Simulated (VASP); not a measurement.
System: MgO (rock salt type), 2 atoms in the cell.

```
Mg O
1.0
     0.00000    2.12500    2.12500
     2.12500    0.00000    2.12500
     2.12500    2.12500    0.00000
Mg O
1 1
Cartesian
  0.0000 0.0000 0.0000
  2.1250 2.1250 2.1250
```

Theory: HSE06, plane waves, standard recommended PAW potentials in VASP 6.6.1.

Settings: cutoff 525 eV; orbitals from an earlier step on the same cell; potentials Mg_pv O; PREC = Accurate; HFSCREEN = 0.208; HFRCUT = -1; PRECFOCK = Normal; Fermi–Dirac smearing of 0.02 eV; no spin polarisation.

(1) How do gap, pressure and energy move with the Γ-centred k-mesh?

## Answers

(1) 
| mesh | gap on the mesh (eV) | pressure (GPa) | E − E(densest) (meV/atom) |
| --- | --- | --- | --- |
| 2³ | 6.189 | -0.76 | 398.8 |
| 4³ | 6.190 | -4.97 | 5.1 |
| 6³ | 6.180 | -5.02 | 0.0 |

A gap read on the mesh is an upper bound of this method's gap, since the mesh can miss a band edge. Potentials made with PBE were used with another functional.
